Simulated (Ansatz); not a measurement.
HfO2 (P4_2/nmc), one atom moved over a plane

The calculation used Ansatz 0.2.0, DFT PBE, scalar-relativistic, plane waves, PAW. Cutoff 420 eV, Γ-centred 6×6×4 k-points, Gaussian smearing of 0.05 eV. Spin–orbit coupling is left out, which can shift energies with elements as heavy as these. No spin polarisation. Energies are free energies at this smearing, counted from the undisturbed cell; pressure is positive in compression.

The undisturbed cell (relaxed at this level; this form isn't the usual structure):

```
CELL_PARAMETERS angstrom
3.60430 0.00000 0.00000
0.00000 3.60430 0.00000
0.00000 0.00000 5.26397
ATOMIC_POSITIONS crystal
Hf 0.50000 0.50000 0.50000
Hf 0.00000 0.00000 0.00000
O 0.00000 0.50000 0.69325
O 0.50000 0.00000 0.80675
O 0.50000 0.00000 0.30675
O 0.00000 0.50000 0.19325
```

Atom 1 (Hf) is moved by p along (0.000, 1.000, 0.000) and q along (0.000, 0.000, 1.000) (Å), all else fixed. Points are written (p, q).

Energy above the undisturbed cell in eV/cell (a dash: not computed):

```csv
p \ q,-0.450,-0.225,0.000,0.225,0.450
-0.450,?,3.81,1.61,1.30,?
-0.225,3.20,1.18,0.28,?,2.23
0.000,2.16,0.57,0.00,0.57,2.16
0.225,3.20,1.18,0.28,?,2.23
0.450,?,3.81,1.61,1.30,?
```

Task: Fill in the withheld energies.

Result: (-0.450, -0.450): 7.66; (-0.450, 0.450): 2.84; (-0.225, 0.225): 0.67; (0.225, 0.225): 0.67; (0.450, -0.450): 7.66; (0.450, 0.450): 2.84.